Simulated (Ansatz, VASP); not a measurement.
## Sb in VASP and in Ansatz

```
CELL_PARAMETERS angstrom
3.34639 0.00000 0.00000
-1.67319 2.89806 0.00000
0.00000 0.00000 5.29423
ATOMIC_POSITIONS crystal
Sb 0.33333 0.66667 0.25000
Sb 0.66667 0.33333 0.75000
```

Change from the starting cell: volume scaled by 0.98, crystal datasets.

Alike in both runs: task electric field gradients; functional PBEsol; k mesh 12 × 12 × 7; occupations fermi-dirac, width 0.05 eV; no spin polarisation.

```csv
,VASP,Ansatz
version,VASP 6.6.1,Ansatz 0.2.0
potentials or method,"VASP PAW PBE potentials, release 64 (Sb), cutoff 520 eV","all-electron PAW with datasets made for the crystal, scalar-relativistic"
```

VASP gave:

```
pressure (GPa)                                                 : 1.3
largest component of the traceless stress (GPa)                : 0.84
Vzz of the field gradient on the site that differs most (V/Å²) : 19.9
```

**Question.** Which values does Ansatz return?

**Answer.** Pressure (GPa): 1.3; largest component of the traceless stress (GPa): 0.85; Vzz of the field gradient on the site that differs most (V/Å²): 21.7.

Ansatz ran all-electron here, so the differences hold the error of VASP's frozen core and of both bases. Ansatz warned: «gradients_without_spin_orbit».

Caveats: the PAW data sets were made with another functional, which shifts forces and pressure a little (VASP). Spin-orbit coupling is left out, which matters for the levels of Sb.
